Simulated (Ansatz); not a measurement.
Theory: DFT PBE, scalar-relativistic, plane waves, PAW (Ansatz 0.2.0). All cells share a 420 eV cutoff and Γ-centred k meshes spaced at most about 0.3 Å⁻¹ (about 0.25 or finer for metals, 2π included). No spin polarisation in the final relaxations.

Temperature and zero-point effects are left out.

Two relaxed structures of GaAs:

A. Space group Pnma (No. 62), orthorhombic, a = 7.103 Å, b = 3.739 Å, c = 6.703 Å. Around Ga lie 3 As at 2.51–2.58 Å and 2 As at 2.76 Å; As is surrounded by 3 Ga at 2.51–2.58 Å and 2 Ga at 2.76 Å.

B. Space group Fm-3m (No. 225), cubic, a = 5.391 Å. Around Ga lie 6 As at 2.70 Å; As has 6 Ga at 2.70 Å.

Question: Which would you expect to be lower, and how large is the difference?

Answer: A is lower, by 9 meV/atom. A has space group Pnma (No. 62), 22.3 Å³/atom and no gap on its mesh; B has the rock salt type, space group Fm-3m (No. 225), 19.6 Å³/atom and no gap. Counting As atoms around Ga (those within 1.25 times the shortest such distance or 1.15 times the sum of covalent radii, 1.27 where that leaves under three), A has Ga 5 and B has Ga 6. The lower one is the more open, so pressure narrows the difference. Both come from invented guesses. A third cell relaxed alike, in F-43m (a cell as deposited in COD), lies 0.32 eV/atom below the lower of the two.

The k mesh leaves some 4 meV/atom of noise in the energy of each metallic cell. Cells relaxed within their symmetry can be saddle points.

The clearest energetic result is the distance of both structures from the F-43m cell, which is 0.32 eV/atom below the lower of them. This fits the known preference of GaAs for zinc blende, where eight valence electrons per formula unit fill four sp³ bonding orbitals around each atom and leave the antibonding states empty. With five or six neighbours there are too few electrons for a two-centre bond to each, so the bonding is spread over longer, weaker contacts and the gap is lost.

Pnma recovers part of the directional bonding by drawing three neighbours in to 2.51–2.58 Å and leaving two at 2.76 Å, whereas rock salt holds all six at 2.70 Å. That gain is probably almost offset by the poorer packing, and 9 meV/atom supports only a tentative order. Because rock salt is markedly denser, modest compression would probably reverse it, well before either structure could compete with zinc blende. The Pnma cell is therefore an unlikely candidate for a high-pressure phase.
